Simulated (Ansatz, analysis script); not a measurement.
# 1 ML Co on Ta(001), 1 substrate layer: how near to magnetism, part 2 of 2

Aim: the energy of 1 ML Co on Ta(001), 1 substrate layer as its total moment is fixed at a series of values, and its answer to a field.

Ansatz 0.2.0; PBE, PAW set soft_2.

So far. Step 6 (Total moment fixed at 1.422 μB): The energy is -118 meV from the state without spin, and the largest site carries 1.45 μB.

## (7) Total moment fixed at 2.56 μB

Level of this step: Ansatz DFT, collinear, total moment fixed by two Fermi levels; PBE, PAW default (Ansatz).

input.yaml reads:

```yaml
crystal:
  lattice:
    - [3.30256, 0.0, 0.0]
    - [0.0, 3.30256, 0.0]
    - [0.0, 0.0, 15.314998]
  atoms:
    - { symbol: Ta, position: [0.0, 0.0, 0.457068] }
    - { symbol: Co, position: [0.5, 0.5, 0.542932], spin: 2.56 }
magnetization:
  spin_polarized: true
  initial_magnetization: 2.56
  spin_locking: { lock_magnetization: hard }
kpoints:
  mp_grid: { grid: [6, 6, 1] }
hamiltonian:
  xc: pbe
scf:
  occupations: { method: fermi_dirac, width: 0.1 }
  max_iter: 120
  convergence: { dr2_threshold: 1.0e-08 }
basis:
  ecutwfc: 420.0
```

Run with:

```
> ansatz run input.yaml --threads 1 --pin off --max-ram 2048MiB --backend cpu --events-out ev --progress --plain --runs-dir out
```

Numbers of over 12 decimals in the logs are rounded to 6 here.

The log of the run:

```text
[...]
Crystal: 2 atoms, lattice volume = 167.039 Å³
Basis set: ecut = 420 eV, 3275 PW (Γ)
Bands: 21, of which v1, the nominal top of the filled ones, is band 15 counted from 1 (14 counted from 0)
Symmetry: 8 space group operations
[...]
k-points: 10 of 36
[...]
Starting moments: Σ|m| = 2.56 μB on 1 of 2 sites
[...]
Magnetization: 2.5600 μB (16.2800 up, 13.7200 down)
Absolute magnetization: 2.5953 μB (∫|ρ↑−ρ↓|, with the PAW one-centre terms)
[...]
Per-site moments (μB) at R_I (Å): [(0.433853, 1.105523), (1.543146, 1.105523)]
Free energy (F): -15054.648749 eV
[...]
Internal energy: -15054.551184 eV  (E = F + TS)
E sigma→0 (E₀):  -15054.599966 eV
Entropy (-TS):   -0.097565 eV (-48.782 meV/atom)
Fermi energy:    -0.221716 (↑ -0.041518, ↓ -0.401914) eV
[...]
[key lines of the parts left out:]
SCF converged after 13 iterations
```

Wall time 8 s (1 thread of Arm Neoverse V2, shared host); peak memory 0.37 GiB.

The energy is -78.0 meV from the state without spin, and the largest site carries 1.54 μB.

The other 5 runs of this kind were made alike; their results stand in the table below.

## (8) No field, tight threshold

A field gives a second route to the same curve. A thousand tesla shift each spin by 58 meV, and the threshold is tightened so that small induced moments are resolved.

input.yaml reads:

```yaml
crystal:
  lattice:
    - [3.30256, 0.0, 0.0]
    - [0.0, 3.30256, 0.0]
    - [0.0, 0.0, 15.314998]
  atoms:
    - { symbol: Ta, position: [0.0, 0.0, 0.457068] }
    - { symbol: Co, position: [0.5, 0.5, 0.542932], spin: 1.39 }
magnetization:
  spin_polarized: true
kpoints:
  mp_grid: { grid: [6, 6, 1] }
hamiltonian:
  xc: pbe
scf:
  occupations: { method: fermi_dirac, width: 0.1 }
  max_iter: 120
  convergence: { dr2_threshold: 1.0e-10 }
basis:
  ecutwfc: 420.0
```

The log of the run:

```text
[...]
Crystal: 2 atoms, lattice volume = 167.039 Å³
Basis set: ecut = 420 eV, 3275 PW (Γ)
Bands: 20, of which v1, the nominal top of the filled ones, is band 15 counted from 1 (14 counted from 0)
Symmetry: 8 space group operations
[...]
k-points: 10 of 36
[...]
Starting moments: Σ|m| = 1.39 μB on 1 of 2 sites
[...]
SCF converged after 19 iterations
Magnetization: 1.9689 μB (15.9845 up, 14.0155 down)
Absolute magnetization: 2.0828 μB (∫|ρ↑−ρ↓|, with the PAW one-centre terms)
[...]
Per-site moments (μB) at R_I (Å): [(0.228985, 1.105523), (1.390194, 1.105523)]
Free energy (F): -15054.699803 eV
[...]
Internal energy: -15054.600387 eV  (E = F + TS)
E sigma→0 (E₀):  -15054.650095 eV
Entropy (-TS):   -0.099416 eV (-49.708 meV/atom)
Fermi energy:    -0.150177 eV
[...]
```

The job ended after 11 s (1 thread; peak memory 0.37 GiB).

The net moment is 1.97 μB a cell.

## (9) Field of 2000 T

Changes to input.yaml since step 8:

```diff
@@ -10,2 +10,3 @@
   spin_polarized: true
+  magnetic_field: 2000.0
 kpoints:
```

The log of the run:

```text
[...]
Crystal: 2 atoms, lattice volume = 167.039 Å³
Basis set: ecut = 420 eV, 3275 PW (Γ)
Bands: 20, of which v1, the nominal top of the filled ones, is band 15 counted from 1 (14 counted from 0)
Symmetry: 8 space group operations
[...]
k-points: 10 of 36
[...]
Starting moments: Σ|m| = 1.39 μB on 1 of 2 sites
[...]
SCF converged after 18 iterations
Magnetization: 2.3537 μB (16.1769 up, 13.8231 down)
Absolute magnetization: 2.4012 μB (∫|ρ↑−ρ↓|, with the PAW one-centre terms)
[...]
Per-site moments (μB) at R_I (Å): [(0.380248, 1.105523), (1.458408, 1.105523)]
Free energy (F): -15054.952099 eV
[...]
Internal energy: -15054.863148 eV  (E = F + TS)
E sigma→0 (E₀):  -15054.907623 eV
Entropy (-TS):   -0.088951 eV (-44.476 meV/atom)
Fermi energy:    -0.193406 eV
[...]
```

Wall time 8.8 s (1 thread); peak memory 0.36 GiB.

The net moment is 2.35 μB a cell.

The other 2 runs of this kind were made alike; their results stand in the table below.

## (10) Side runs that gave no result

| changed | outcome |
| --- | --- |
| scf.occupations | refused or stopped by the program |

## (11) Analysis

The energy less the state without spin by total moment:

| total moment (μB/cell) | energy less the state without spin (meV/cell) |
| --- | --- |
| 0.00 | 0 |
| 0.28 | -55.7 |
| 0.57 | -79.2 |
| 0.85 | -99.4 |
| 1.14 | -112 |
| 1.42 | -118 |
| 1.71 | -125 |
| 1.99 | -129 |
| 2.27 | -117 |
| 2.56 | -78.0 |

The field that holds a moment is half the difference of the two Fermi levels over μB.

The field that holds the moment by total moment:

```
total moment (μB/cell)  field that holds the moment (T)
                 0.284                            -1430
                 0.569                            -1383
                 0.853                            -1021
                 1.138                             -491
                 1.422                             -326
                 1.706                             -461
                 1.991                             77.6
                 2.275                             1514
                 2.560                             3113
```

Site moments:

```
total (μB)  Ta no. 1 (μB)  Co no. 2 (μB)
     0.284        -0.4537          1.094
     0.569        -0.3887          1.257
     0.853        -0.3054          1.383
     1.138        -0.1961           1.45
     1.422        -0.0608           1.45
     1.706         0.0953          1.403
     1.991         0.2393          1.391
     2.275         0.3552          1.434
      2.56         0.4339          1.543
```

Table of total moment by field:

```csv
field (T),total moment (μB/cell)
0,1.97
500,2.09
1000,2.19
2000,2.35
```

The curve does not join the state without spin smoothly (the slope dE/dM at the first moment does not lead to it, since local moments or a jump lie between), so that state is only the zero of energy, and no Stoner or Landau analysis is made.

## (12) Outcome

| Item | Value |
| --- | --- |
| state of the free run | ferromagnetic |
| net moment of the free run | 1.97 μB |
| energy of the free run from the state without spin | -129 meV a cell |
| lowest of the fixed moments tried | M = 1.991 μB, -129 meV |
| dM/dB between 0 and 500 T | 0.243 μB a cell per 1000 T |

At this level the system is magnetic: the free run keeps 1.39 μB on the largest site. No other order was typed. Among the fixed moments, E(M) falls 129 meV below the state without spin and is lowest near 1.991 μB on this grid. The field acts on spins alone. The 13 fixed-moment and field runs took 1.9 min of wall time, added up. The mesh is coarse for a state with partly filled levels, so small values and close rankings are not settled. Energies are free energies at a smearing of 0.1 eV, and with partly filled levels differences shift, at times strongly, as the smearing goes to zero. The cell was taken as built, with atoms unrelaxed.

[Logs and program files are shortened in this print: banners, set-up blocks, solver, clock and traceback lines can be left out without a mark of their own.]

[Logs are printed without paths, hosts, clocks, repeated set-up lines and the standing remarks that a program may print on its own settings, such as how far it seeks lower states.]

[Hosts, paths, dates, database ids (printed as entryN), source tags and the programs' standing remarks are cut or masked in the printed files.]
